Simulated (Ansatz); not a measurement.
# KCl: the cost of one run

Program: Ansatz 0.2.0. Level of theory: reference: DFT, HSE06, plane waves, PAW. These are calculated values, not measurements.

3 further runs of the same task are left out: 3 that didn't finish.

## 1. The system as given

The structure is cubic, space group Pm-3m (No. 221). Conventional cell: a = 3.771 Å, b = 3.771 Å, c = 3.771 Å, α = 90.00°, β = 90.00°, γ = 90.00°. K (site symmetry m-3m) has 8 Cl at 3.27 Å as nearest neighbours. Cl (site symmetry m-3m) has 8 K at 3.27 Å as nearest neighbours.

Structure file:

```
CELL_PARAMETERS angstrom
3.77117 0.00000 0.00000
0.00000 3.77117 0.00000
0.00000 0.00000 3.77117
ATOMIC_POSITIONS crystal
K 0.00000 0.00000 0.00000
Cl 0.50000 0.50000 0.50000
```

## 2. Baseline

input.yaml reads:

```yaml
crystal:
  lattice:
    - [3.7711682906, 0.0, 0.0]
    - [0.0, 3.7711682906, 0.0]
    - [0.0, 0.0, 3.7711682906]
  atoms:
    - { symbol: K, position: [0.0, 0.0, 0.0] }
    - { symbol: Cl, position: [0.5, 0.5, 0.5] }
kpoints:
  mp_grid: { grid: [4, 4, 4] }
hamiltonian:
  xc: hse06
scf:
  occupations: { method: fixed }
  n_extra_bands: 4
output:
  forces: true
  stress: true
  eigenvalues: true
  write_density: true
  write_potential: true
  elf: true
  volumetric_format: npy
```

The run is started by

```console
$ ansatz run input.yaml --threads 4 --pin off --max-ram 3686MiB --backend cpu --events-out ev --progress --plain --runs-dir out
```

Q: Estimate wall time and peak memory on 4 threads of an x86-64 CPU, shared host.

About 17 s, with a peak of 0.65 GiB.
